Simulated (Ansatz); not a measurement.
# two structures of Ru: a comparison of enthalpies under pressure

Program: the Python package of Ansatz (0.2.0).

Run as a notebook:

```python
import warnings

import ansatz as az
import numpy as np
from tabulate import tabulate
```

```python
def diamond(a_site, a):
    return (
        az.Lattice.fcc(a)
        .space_group(227, origin_choice=1)
        .atom(a_site, (0, 0, 0))
        .primitive()
    )
```

```python
def hcp(first, a):
    return (
        az.Lattice.from_parameters(a, a, 1.633 * a, alpha=90, beta=90, gamma=120)
        .space_group(194)
        .atom(first, (1 / 3, 2 / 3, 0.25))
    )
```

```python
def solve(name, crystal, pressure=0.0):
    calc = (
        crystal.calculation()
        .mixing("msr1")
        .accuracy("low")
        .scf(tolerance=1e-06, max_iterations=80)
        .functional("revpbe")
        .basis(460)  # plane waves up to this kinetic energy
        .kpoints(spacing=0.39)  # the mesh must be finer for metals
        .occupations("fermi_dirac", width=0.1)  # smearing steadies the SCF of a metal
    )
    calc = calc.relax(force_tolerance=0.02, cell=True, pressure=pressure)
    return calc.run(threads=1)
```

```python
def volume_per_atom(outcome):
    return abs(np.linalg.det(outcome.lattice.cell_ang)) / len(outcome.lattice.sites)

warnings.simplefilter("ignore", az.DeckWarning)
```

```python
phases = {}
phases["diamond"] = diamond("Ru", 5.21)
phases["hcp"] = hcp("Ru", 2.68)

# H = E + PV, with 1 eV per cubic angstrom equal to 160.2 GPa
pressures = [0, 5, 10, 20]
enthalpy, volume = {name: [] for name in phases}, {name: [] for name in phases}
for p in pressures:
    for name, crystal in phases.items():
        o = solve(name, crystal, pressure=p)
        volume[name].append(volume_per_atom(o))
        enthalpy[name].append(o.report["energy_sigma0_ev"] / len(o.lattice.sites) + p * volume[name][-1] / 160.21766)
gap = np.array(enthalpy["hcp"]) - np.array(enthalpy["diamond"])
rows = [(p, va, vb, 1000 * d) for p, va, vb, d in zip(pressures, volume["diamond"], volume["hcp"], gap)]
print(tabulate(rows, headers=["P (GPa)", "V diamond (A^3/atom)", "V hcp (A^3/atom)", "H(hcp) - H(diamond) (meV/atom)"], floatfmt=".4f", tablefmt="github"))
crossings = [p0 - g0 * (p1 - p0) / (g1 - g0) for p0, p1, g0, g1 in zip(pressures, pressures[1:], gap, gap[1:]) if g0 * g1 < 0]
print("crossing near", [round(float(p), 1) for p in crossings], "GPa") if crossings else print("no crossing in this range")
```

    |   P (GPa) |   V diamond (A^3/atom) |   V hcp (A^3/atom) |   H(hcp) - H(diamond) (meV/atom) |
    |-----------|------------------------|--------------------|----------------------------------|
    |         0 |                20.5654 |            13.9477 |                       -1108.5070 |
    |         5 |                19.9532 |            13.7227 |                       -1308.5097 |
    |        10 |                19.4356 |            13.5177 |                       -1497.6804 |
    |        20 |                18.5787 |            13.1535 |                       -1850.5437 |
    no crossing in this range

Reading the output:
- These settings explore the input space; cutoff and mesh may be short of convergence.
- At a fixed pressure a relaxation lowers the enthalpy F + PV, while F alone can rise.
- For the metals among these phases the mesh is modest: differences between phases can be off by up to 40 meV an atom.
- The program warned that this SCF threshold is loose for forces or stresses.
- Only these two structures are compared, at zero temperature and with their symmetry kept; either may be hypothetical, and another phase may be lower than both. Differences under about 40 meV an atom lie within the error of mesh and functional.
- The cells are prototypes set up for this calculation and needn't exist.
- The script silences the warnings on its input, which a real study should read.
- Wall time of the script: 28 s on 1 thread of Arm Neoverse V2, on a shared host, peak memory 0.38 GiB.
